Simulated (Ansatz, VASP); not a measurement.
**SrO: VASP beside Ansatz**

```xyz
2
Lattice="0.0000 2.7353 2.7353 2.7353 0.0000 2.7353 2.7353 2.7353 0.0000" Properties=species:S:1:pos:R:3 pbc="T T T"
Sr    0.0000    0.0000    0.0000
O     1.3676    1.3676    1.3676
```

Alike in both runs: task single point; functional r2SCAN; k mesh 6 × 6 × 6; no spin polarisation.

|  | VASP | Ansatz |
| --- | --- | --- |
| version | VASP 6.6.1 | Ansatz 0.2.0 |
| potentials or method | VASP PAW PBE potentials, release 64 (Sr_sv, O) | plane waves, PAW |
| plane-wave cutoff (eV) | 520 | 500 |
| occupations | gaussian, width 0.01 eV | fixed |
| valence electrons in the cell | 16 | 16 |

Ansatz gave:

* gap on the k mesh at the Fermi level (eV): 3.06
* pressure (GPa): 4.6

Task: Estimate VASP's values.

Result: gap on the k mesh at the Fermi level (eV): 3.07; pressure (GPa): 5.2.

Caveats: the PAW data sets were made with another functional, which shifts forces and pressure a little (VASP). A k mesh can miss the band edges. r2SCAN opens gaps a little over a GGA but as a rule still falls short of measured ones.
